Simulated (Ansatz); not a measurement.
Molecular dynamics on a 2×2×2 supercell (16 atoms) of LiCl (Fm-3m), relaxed with r2SCAN. Forces come from PBEsol in Ansatz: a Langevin thermostat at fixed volume, 450 K, steps of 1 fs. Computed, non-magnetic; the trajectory is short and the cell small, so nothing here is a converged average.

```yaml
crystal:
  lattice:
    - [0.0, 5.1120504126, 5.1120504126]
    - [5.1120504126, 0.0, 5.1120504126]
    - [5.1120504126, 5.1120504126, 0.0]
  atoms:
    - { symbol: Li, position: [0.0, 0.0, 0.0] }
    - { symbol: Cl, position: [0.25, 0.25, 0.25] }
    - { symbol: Li, position: [0.0, 0.0, 0.5] }
    - { symbol: Cl, position: [0.25, 0.25, 0.75] }
    - { symbol: Li, position: [0.0, 0.5, 0.0] }
    - { symbol: Cl, position: [0.25, 0.75, 0.25] }
    - { symbol: Li, position: [0.0, 0.5, 0.5] }
    - { symbol: Cl, position: [0.25, 0.75, 0.75] }
    - { symbol: Li, position: [0.5, 0.0, 0.0] }
    - { symbol: Cl, position: [0.75, 0.25, 0.25] }
    - { symbol: Li, position: [0.5, 0.0, 0.5] }
    - { symbol: Cl, position: [0.75, 0.25, 0.75] }
    - { symbol: Li, position: [0.5, 0.5, 0.0] }
    - { symbol: Cl, position: [0.75, 0.75, 0.25] }
    - { symbol: Li, position: [0.5, 0.5, 0.5] }
    - { symbol: Cl, position: [0.75, 0.75, 0.75] }
kpoints:
  mp_grid: { grid: [2, 2, 2] }
hamiltonian:
  xc: pbesol
scf:
  occupations: { method: fermi_dirac, width: 0.039 }
md:
  ensemble: nvt_langevin
  temperature: 450
  timestep: 1.0
  n_steps: 40
  initial_velocities: maxwell_boltzmann
  seed: 5181
```

Command: `ansatz run input.yaml --threads 4 --pin off --max-ram 3686MiB --backend cpu --events-out ev --progress --plain --runs-dir out`. It took 49 s on 4 threads of Arm Neoverse V1, with other jobs on the host; peak host memory 0.76 GiB.

```csv
step,t (fs),T (K),free energy F from step 0 (meV/atom),kinetic energy (meV/atom),largest force (eV/Å)
0,0,422,0.0,54.5,0.00
1,1,428,0.1,55.4,0.04
2,2,423,0.4,54.7,0.08
3,3,440,0.8,56.9,0.12
4,4,425,1.5,54.9,0.15
5,5,412,2.3,53.3,0.19
6,6,422,3.2,54.6,0.22
7,7,431,4.4,55.7,0.26
8,8,408,5.6,52.7,0.29
9,9,367,6.9,47.4,0.32
10,10,359,8.4,46.4,0.35
11,11,336,9.9,43.5,0.37
12,12,317,11.3,41.0,0.40
13,13,324,12.8,41.8,0.42
14,14,336,14.4,43.5,0.44
15,15,341,15.9,44.1,0.46
16,16,324,17.5,41.9,0.47
17,17,314,19.0,40.5,0.49
18,18,315,20.5,40.7,0.51
19,19,328,22.0,42.3,0.52
20,20,321,23.6,41.5,0.55
21,21,300,25.1,38.8,0.57
22,22,285,26.6,36.8,0.59
23,23,256,28.0,33.1,0.61
24,24,243,29.3,31.4,0.63
25,25,247,30.4,32.0,0.63
26,26,252,31.3,32.6,0.64
27,27,270,32.2,34.9,0.65
28,28,243,33.1,31.4,0.65
29,29,255,33.8,32.9,0.65
30,30,236,34.5,30.4,0.65
31,31,208,35.2,26.8,0.64
32,32,205,35.9,26.6,0.63
33,33,201,36.4,25.9,0.63
34,34,195,36.9,25.2,0.62
35,35,182,37.2,23.5,0.64
36,36,179,37.4,23.1,0.65
37,37,191,37.6,24.7,0.66
38,38,185,37.8,23.9,0.67
39,39,178,37.9,23.0,0.68
40,40,190,38.0,24.6,0.69
```

The temperature starts at 422 K, is lowest at step 39 (178 K, 39 fs) and ends at 190 K. The thermostat hasn't had time to restore it. The atoms start on their lattice sites with kinetic energy alone, so much of it first passes into potential energy. By the last step the atoms have moved 0.23 Å in the root mean square, the drift of the whole cell taken out, 0.42 Å at most.

Positions (Å) and forces (eV/Å) at step 40:
```
Li  -0.032  -0.318   0.232    -0.070   0.259  -0.285
Cl   2.450   2.638   2.416     0.322  -0.027   0.307
Li   2.263   2.357  -0.134     0.303   0.270   0.107
Cl   5.095   5.235   2.615    -0.075  -0.673   0.106
Li   2.471   0.207   2.633     0.181  -0.050  -0.059
Cl   5.069   2.541   5.204    -0.148   0.055  -0.611
Li   5.108   2.649   2.323    -0.132  -0.163   0.483
Cl   7.781   5.147   5.076    -0.173  -0.055  -0.110
Li  -0.076   2.401   2.496     0.159   0.466   0.076
Cl   2.398   5.132   5.158     0.118   0.035  -0.189
Li   2.310   5.325   2.321     0.221  -0.160   0.118
Cl   5.110   7.526   5.199     0.039   0.179  -0.436
Li   2.570   2.825   5.086    -0.007  -0.389  -0.134
Cl   5.135   5.038   7.547    -0.228   0.299   0.305
Li   5.166   4.940   5.165    -0.001   0.153  -0.021
Cl   7.761   7.796   7.562    -0.508  -0.199   0.346
```
